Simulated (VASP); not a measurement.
# Ti3B (I4/mmm) in VASP: further runs, part 2 of 2

VASP 6.6.1. The steps go on from the part before.

## (3) Single point, PBE

This run uses another cell than the first one, of 13.69 Å³/atom, 0.947 times its volume.

Contents of INCAR:

```
SYSTEM = Ti3B
PREC = Accurate
ENCUT = 520
EDIFF = 1E-7
ISMEAR = 0
SIGMA = 0.1
LREAL = .FALSE.
LASPH = .TRUE.
NELM = 100
ALGO = Fast
ISIF = 2
LWAVE = .FALSE.
LCHARG = .FALSE.
GGA = PE
NBANDS = 28
```

Contents of KPOINTS:

```
Automatic mesh
0
G
  16 16 16
  0 0 0
```

Contents of POSCAR:

```
Ti3B
1.0
   -1.8288097754      1.8288097754      4.0938327986
    1.8288097754     -1.8288097754      4.0938327986
    1.8288097754      1.8288097754     -4.0938327986
Ti B
3 1
Direct
    0.7500000000      0.2500000000      0.5000000000
    0.2500000000      0.7500000000      0.5000000000
    0.5000000000      0.5000000000      0.0000000000
    0.0000000000      0.0000000000      0.0000000000
```

Potentials or basis: VASP PAW PBE potentials, release 64 (Ti_sv, B).

On the command line:

```sh
cat potpaw_PBE.64/Ti_sv/POTCAR potpaw_PBE.64/B/POTCAR > POTCAR
mpirun -np 1 vasp_std > vasp.out
```

OUTCAR:

```text
SYSTEM = Ti3B
   PREC = Accurate
   ENCUT = 520
   EDIFF = 1E-7
   ISMEAR = 0
   LREAL = .FALSE.
   LASPH = .TRUE.
   NELM = 100
   ISIF = 2
   GGA = PE

 ion  position               nearest neighbor table
   1  0.750  0.250  0.500-   2 2.59   2 2.59   2 2.59   2 2.59   3 2.74   3 2.74   3 2.74   3 2.74

   2  0.250  0.750  0.500-   1 2.59   1 2.59   1 2.59   1 2.59   3 2.74   3 2.74   3 2.74   3 2.74

   3  0.500  0.500  0.000-   2 2.74   1 2.74   1 2.74   2 2.74   1 2.74   2 2.74   2 2.74   1 2.74

   4  0.000  0.000  0.000-

  LATTYP: Found a body centered tetragonal cell.
 ALAT       =     3.6576195508
 C/A-ratio  =     2.2385230294

  Lattice vectors:

 A1 = (  -1.8288097754,   1.8288097754,   4.0938327986)
 A2 = (   1.8288097754,  -1.8288097754,   4.0938327986)
 A3 = (   1.8288097754,   1.8288097754,  -4.0938327986)

Analysis of symmetry for initial positions (statically):
=====================================================================
 Subroutine PRICEL returns:
 Original cell was already a primitive cell.

 Routine SETGRP: Setting up the symmetry group for a
 body centered tetragonal supercell.

 Subroutine GETGRP returns: Found 16 space group operations
 (whereof 16 operations were pure point group operations)
 out of a pool of 16 trial point group operations.

The static configuration has the point symmetry D_4h.

Analysis of symmetry for dynamics (positions and initial velocities):
=====================================================================
 Subroutine PRICEL returns:
 Original cell was already a primitive cell.

 Routine SETGRP: Setting up the symmetry group for a
 body centered tetragonal supercell.

 Subroutine GETGRP returns: Found 16 space group operations
 (whereof 16 operations were pure point group operations)
 out of a pool of 16 trial point group operations.

The dynamic configuration has the point symmetry D_4h.

 Subroutine INISYM returns: Found 16 space group operations
 (whereof 16 operations are pure point group operations),
 and found     1 'primitive' translations

----------------------------------------------------------------------------------------

                                     Primitive cell

  volume of cell :      54.7680

  direct lattice vectors                    reciprocal lattice vectors
    -1.828809775  1.828809775  4.093832799     0.000000000  0.273401863  0.122134934
     1.828809775 -1.828809775  4.093832799     0.273401863  0.000000000  0.122134934
     1.828809775  1.828809775 -4.093832799     0.273401863  0.273401863  0.000000000

  length of vectors
     4.842371049  4.842371049  4.842371049     0.299442016  0.299442016  0.386648623

  position of ions in fractional coordinates (direct lattice)
     0.750000000  0.250000000  0.500000000
     0.250000000  0.750000000  0.500000000
     0.500000000  0.500000000  0.000000000
     0.000000000  0.000000000  0.000000000

  ion indices of the primitive-cell ions
   primitive index   ion index
                 1           1
                 2           2
                 3           3
                 4           4

----------------------------------------------------------------------------------------

 KPOINTS: Automatic mesh

Automatic generation of k-mesh.
 Grid dimensions read from file:
 generate k-points for:   16   16   16

 Generating k-lattice:

  Cartesian coordinates                     Fractional coordinates (reciprocal lattice)
     0.000000000  0.017087616  0.007633433     0.062500000  0.000000000  0.000000000
     0.017087616  0.000000000  0.007633433     0.000000000  0.062500000  0.000000000
     0.017087616  0.017087616  0.000000000     0.000000000  0.000000000  0.062500000

  Length of vectors
     0.018715126  0.018715126  0.024165539

  Shift w.r.t. Gamma in fractional coordinates (k-lattice)
     0.000000000  0.000000000  0.000000000

 Subroutine IBZKPT returns following result:
 ===========================================

 Found    349 irreducible k-points:

 Following reciprocal coordinates:
            Coordinates               Weight
  0.000000  0.000000  0.000000      1.000000
  0.062500  0.000000  0.000000      8.000000
  0.125000  0.000000  0.000000      8.000000
  0.187500  0.000000  0.000000      8.000000
  0.250000  0.000000  0.000000      8.000000
  0.312500 -0.000000  0.000000      8.000000
[... 16 lines left out ...]
 -0.125000  0.062500  0.000000     16.000000
 -0.062500  0.062500  0.000000      4.000000
 [... further k-points ...]
   k-points           NKPTS =    349   k-points in BZ     NKDIM =    349   number of bands    NBANDS=     28
   number of dos      NEDOS =    301   number of ions     NIONS =      4
   total plane-waves  NPLWV =  46656
   dimension x,y,z NGX =    36 NGY =   36 NGZ =   36
   dimension x,y,z NGXF=    72 NGYF=   72 NGZF=   72
   ions per type =               3   1
   NGX,Y,Z   is equivalent  to a cutoff of  12.36, 12.36, 12.36 a.u.
   NGXF,Y,Z  is equivalent  to a cutoff of  24.72, 24.72, 24.72 a.u.
 SYSTEM =  Ti3B
   PREC   = accura    normal or accurate (medium, high low for compatibility)
   ISTART =      0    job   : 0-new  1-cont  2-samecut
   ICHARG =      2    charge: 1-file 2-atom 10-const
   ISPIN  =      1    spin polarized calculation?
   LNONCOLLINEAR =      F non collinear calculations
   LSORBIT =      F    spin-orbit coupling
   LASPH  =      T    aspherical Exc in radial PAW
   ENCUT  =  520.0 eV  38.22 Ry    6.18 a.u.   9.00  9.00  9.00*2*pi/ulx,y,z
   NELM   =    100;   NELMIN=  2; NELMDL= -5     # of ELM steps
   EDIFF  = 0.1E-06   stopping-criterion for ELM
   LREAL  =      F    real-space projection
   EDIFFG = 0.1E-05   stopping-criterion for IOM
   NSW    =      0    number of steps for IOM
   IBRION =     -1    ionic relax: 0-MD 1-quasi-New 2-CG
   NFREE  =      0    steps in history (QN), initial steepest desc. (CG)
   ISIF   =      2    stress and relaxation
   ISYM   =      2    0-nonsym 1-usesym 2-fastsym
   POTIM  = 0.5000    time-step for ionic-motion
   TEBEG  =    0.0;   TEEND  =   0.0 temperature during run
   PSTRESS=    0.0 pullay stress
   NELECT =      39.0000    total number of electrons
   NUPDOWN=      -1.0000    fix difference up-down
   EMIN   =  10.00;   EMAX   =-10.00  energy-range for DOS
   EFERMI =   0.00;   METHOD = LEGACY
   ISMEAR =     0;   SIGMA  =   0.10  broadening in eV -4-tet -1-fermi 0-gaus
   EFERMI_NEDOS =   21; number of points for ismear=-14 and -15
   IALGO  =     68    algorithm
   IMIX   =      4    mixing-type and parameters
     AMIX     =   0.40;   BMIX     =  1.00
     AMIX_MAG =   1.60;   BMIX_MAG =  1.00
  volume/ion in A,a.u.               =      13.69        92.40
  Fermi-wavevector in a.u.,A,eV,Ry     =   1.461910  2.762609 29.078112  2.137181
  Thomas-Fermi vector in A             =   2.578186
   LORBIT       =      0    0 simple, 1 ext, 2 COOP (PROOUT), +10 PAW based schemes
   GGA     = PE    functional components
   LHFCALC =     F    Hartree Fock is set to
   AEXX    =    0.0000 exact exchange contribution
   IVDW    =     0    specifies the selected vdW correction
   LEPSILON=     F    determine dielectric tensor
   LRPA    =     F    only Hartree local field effects (RPA)
 non-spin polarized calculation
 RMM-DIIS sequential band-by-band and
 Gauss-broadening in eV      SIGMA  =   0.10
  energy-cutoff  :      520.00
  volume of cell :       54.77
 maximum number of plane-waves:      1508
   NGX = 17   NGY = 17   NGZ = 17

 number of electron      39.0000008 magnetization

 Free energy of the ion-electron system (eV)
  ---------------------------------------------------
  ext. energy  EPLUGINS =         0.00000000
  ---------------------------------------------------
  free energy    TOTEN  =       -30.15072942 eV

  energy without entropy =      -30.13567107  energy(sigma->0) =      -30.14320024

 E-fermi :   8.7730     XC(G=0): -11.9645

 val. band max:        8.7721531450   @ k =   0.3125   0.3125   0.0625
 cond. band min:       8.7752616561   @ k =   0.3750   0.3125   0.0000
 fundamental gap:      0.0031085111
 Fermi energy:         8.7729948884

 k-point     1 :       0.0000    0.0000    0.0000
  band No.  band energies     occupation
      1     -47.8065      2.00000
      2     -47.5821      2.00000
      3     -47.3900      2.00000
      4     -24.3900      2.00000
      5     -24.2245      2.00000
      6     -24.2245      2.00000
[... 20 lines left out ...]
     27      12.8693      0.00000
[... 691 lines left out ...]
      6     -24.1901      2.00000
[... 20 lines left out ...]
     27      12.8132      0.00000
     28      12.8458      0.00000

 [... further k-points ...]
[... 5 lines left out ...]
  --------------------------------------------------------------------------------------
  -------------------------------------------------------------------------------------
  Total       -0.0790562     -0.0790562     -0.0730464      0.0000000      0.0000000      0.0000000
  in kB       -2.3127012     -2.3127012     -2.1368915      0.0000000      0.0000000      0.0000000
  external PRESSURE =      -2.2540980 kB  Pullay stress =       0.0000000 kB

 VOLUME and BASIS-vectors are now :
 -----------------------------------------------------------------------------
  energy-cutoff  :      520.00
  volume of cell :       54.77
      direct lattice vectors                 reciprocal lattice vectors
    -1.828809775  1.828809775  4.093832799     0.000000000  0.273401863  0.122134934
     1.828809775 -1.828809775  4.093832799     0.273401863  0.000000000  0.122134934
     1.828809775  1.828809775 -4.093832799     0.273401863  0.273401863  0.000000000

 POSITION                                       TOTAL-FORCE (eV/Angst)
 -----------------------------------------------------------------------------------
      0.00000      1.82881      2.04692        -0.000000      0.000000      0.000000
      1.82881      0.00000      2.04692         0.000000     -0.000000     -0.000000
      0.00000      0.00000      4.09383         0.000000      0.000000     -0.000000
      0.00000      0.00000      0.00000         0.000000      0.000000     -0.000000
 -----------------------------------------------------------------------------------
    total drift:                               -0.000000      0.000000     -0.000000

  FREE ENERGIE OF THE ION-ELECTRON SYSTEM (eV)
  ---------------------------------------------------
  free  energy   TOTEN  =       -30.1507294188 eV

  energy  without entropy=      -30.1356710685  energy(sigma->0) =      -30.14320024
```

It took 26 min on 1 thread of AMD EPYC 9R45 (Zen 5), shared host; peak memory 0.52 GiB.

Results:

```
Free energy            : -30.1507 eV
Pressure               : -0.2 GPa
Band gap on the k mesh : none (metal or under the smearing width)
```

Levels at points of the mesh, in eV from the Fermi level:
```csv
k point,band 18,band 19,band 20,band 21,band 22,band 23
"(0.00, 0.00, 0.00)",-1.36,-0.24,0.21,0.57,0.57,1.88
"(0.50, 0.00, 0.00)",-0.71,-0.34,0.86,0.97,0.98,1.30
"(0.50, 0.50, 0.00)",-1.57,-0.36,0.34,0.47,0.63,1.71
"(0.50, 0.50, 0.50)",-1.37,-1.08,0.13,0.65,0.65,1.50
```
